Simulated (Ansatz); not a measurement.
# One structure, 4 elements: TiO2, TiS2, TiSe2, TiTe2

Plane-wave DFT in Ansatz with scalar-relativistic PAW potentials, cutoff 420 eV, Γ-centred meshes chosen by cell and gap, Gaussian smearing with energies taken to zero width. Every cell was relaxed (cell and atoms) in a run of its own, within the symmetry of its start. Functional: PBE+D3(BJ).

All members share space group P-3m1 and the same sites; only the element on one set of sites changes (O, S, Se, Te). Members needn't be the stable form of their composition. Energies over the elements, where given, are against the elements' standard states in the same functional (H₂, N₂, O₂ and halogens uncorrected, Hg as a solid). The first member:

Space group P-3m1 (No. 164). a = 2.974 Å, b = 2.974 Å, c = 4.533 Å, α = 90.00°, β = 90.00°, γ = 120.00°
```csv
atom,site,symmetry,x,y,z
Ti,1a,-3m.,0.0000,0.0000,0.0000
O,2d,3m.,0.3333,0.6667,0.2132
```

| compound | V (Å³/atom) | a (Å) | c (Å) | gap on mesh (eV) |
| --- | --- | --- | --- | --- |
| TiO2 | 11.57 | 2.974 | 4.533 | 2.51 |
| TiSe2 | 20.49 | 3.479 | 5.862 | 0.00 |
| TiTe2 | 25.17 | 3.696 | 6.384 | 0.00 |

Task: Predict the member with S.

Result: V (Å³/atom) 17.96, a (Å) 3.359, c (Å) 5.515, gap on mesh (eV) 0.00. Interpolating linearly in period between O and Se would give 16.03 Å³/atom (10.8 % too small). Over the whole series the volume grows at each step down the group; a gap opens only for O (gaps under about 0.1 eV aren't resolved; a zero can be real, or an error of the semilocal functional, which closes small gaps).

Spin-orbit coupling is left out, which matters for the bands of heavy elements. An odd mesh misses points on the zone edge, so a gap read on it can be too wide.